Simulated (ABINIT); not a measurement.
# Zn in ABINIT: convergence with cutoff

Input of the first run (cutoff 9 Ha); the others differ in this setting and in those tied to it:

File run.abi:

```
pp_dirpath "./"
pseudos "Zn.GGA_PBE-JTH.xml"

acell 2.717651803 2.717651803 2.717651803 Angstrom
rprim
    -0.5773502692     0.5773502692     0.5773502692
     0.5773502692    -0.5773502692     0.5773502692
     0.5773502692     0.5773502692    -0.5773502692
ntypat 1
znucl 30
natom 1
typat 1
xcart
     0.0000000000     0.0000000000     0.0000000000

ecut 9.0
pawecutdg 57.2
pawxcdev 0

kptopt 1
ngkpt 12 12 12
nshiftk 1
shiftk 0.0 0.0 0.0

ixc -116133

nband 10
occopt 3
tsmear 0.1 eV

nstep 100
tolvrs 1.0e-9

iomode 3
prtwf 0
prtden 0
prteig 0
prtebands 0
```

Potentials or basis: JTH PAW PBE v2.0.

Launch:

```sh
$ abinit run.abi > log 2>&1
```

This isn't the form of Zn at room conditions, which is hcp.

Hardware: 1 thread of Arm Neoverse V1 (shared host).

| cutoff | energy less the tightest run, at zero smearing (meV/atom) | SCF cycles | CPU time (s) | peak memory (GiB) |
| --- | --- | --- | --- | --- |
| 9 Ha | 6012.73 | 10 | 5.5 | 0.08 |
| 11 Ha | 636.16 | 13 | 7.4 | 0.08 |
| 13 Ha | 78.78 | 21 | 13 | 0.08 |
| 15.5 Ha | 52.45 | 15 | 11 | 0.09 |
| 18.5 Ha | 26.21 | 26 | 19 | 0.09 |
| 22 Ha | 5.69 | 29 | 31 | 0.09 |
| 25.5 Ha | 3.53 | 22 | 26 | 0.1 |
| 29.5 Ha | 2.15 | 28 | 41 | 0.1 |
| 35 Ha | 0.00 | 24 | 47 | 0.11 |

Not settled before the last step: the energy (to 1 meV/atom). The tightest run that finished is the yardstick and may itself not be fully converged.
